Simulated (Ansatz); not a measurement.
# NaCl: convergence with the PAW cutoff

One table from this session's results is given with a row withheld; the runs are named, their logs left out.

Program: Ansatz 0.2.0. Level of theory: DFT, PBE, PAW with Ansatz's default frozen-core files, scalar-relativistic. These are calculated values, not measurements.

## The system as given

The structure is cubic, space group Pm-3m (No. 221). Conventional cell: a = 2.860 Å, b = 2.860 Å, c = 2.860 Å, α = 90.00°, β = 90.00°, γ = 90.00°. Na (site symmetry m-3m) is surrounded by 8 Cl at 2.48 Å. Cl (site symmetry m-3m) is surrounded by 8 Na at 2.48 Å.

As a file:

```cif
data_structure
_symmetry_space_group_name_H-M 'Pm-3m'
_symmetry_Int_Tables_number 221
_cell_length_a 2.8600
_cell_length_b 2.8600
_cell_length_c 2.8600
_cell_angle_alpha 90.000
_cell_angle_beta 90.000
_cell_angle_gamma 90.000
_cell_volume 23.39
loop_
_atom_site_label
_atom_site_type_symbol
_atom_site_symmetry_multiplicity
_atom_site_Wyckoff_symbol
_atom_site_fract_x
_atom_site_fract_y
_atom_site_fract_z
_atom_site_occupancy
Na1 Na 1 a 0.00000 0.00000 0.00000 1
Cl1 Cl 1 b 0.50000 0.50000 0.50000 1
```

The file gives the conventional cell by its symmetry; the runs use the cell typed in the input.

The cell comes from a crystallographic database entry that wasn't checked; take it as a given geometry, which may be far from equilibrium.

Atoms are numbered in the order of the input: Na1, Cl2.

The first run:

Contents of input.yaml:

```yaml
crystal:
  lattice:
    - [2.86, 0.0, 0.0]
    - [0.0, 2.86, 0.0]
    - [0.0, 0.0, 2.86]
  atoms:
    - { symbol: Na, position: [0.0, 0.0, 0.0] }
    - { symbol: Cl, position: [0.5, 0.5, 0.5] }
kpoints:
  mp_grid: { grid: [8, 8, 8] }
scf:
  occupations: { method: fermi_dirac, width: 0.02 }
hamiltonian:
  xc: pbe
  pseudopotentials: { kind: paw }
output:
  forces: true
  stress: true
  eigenvalues: true
  efg: { contact_densities: true }
basis:
  ecutwfc: 150
```

Among the steps run: With PAW files, cutoff 150 eV; With PAW files, cutoff 250 eV; With PAW files, cutoff 300 eV; With PAW files, cutoff 350 eV; With PAW files, cutoff 500 eV.

One of the session's tables, all rows but one given; the rest of the session is left out.

```
cutoff (eV)  pressure (GPa)  gap on the k mesh (eV)
        150           55.95                    4.23
        250               ?                       ?
        300           64.93                    4.37
        350           64.90                    4.37
        500           64.89                    4.37
```

Q: Estimate the row for cutoff (eV) = 250 from the others.

Worked estimate for «pressure (GPa)». A straight line through the neighbours (150, 55.95) and (300, 64.93) gives 55.95 + (64.93 − 55.95) × (250 − 150) / (300 − 150) = 61.94; a parabola fitted to 3 rows on both sides gives 63.45.

The run gave: pressure (GPa): 65.20; gap on the k mesh (eV): 4.38. In «pressure (GPa)» the line misses by -3.26 and the parabola by -1.75.

Energies are those extrapolated to zero smearing.

Caveats from the session: Warnings in the runs' records: cutoff below recommended.
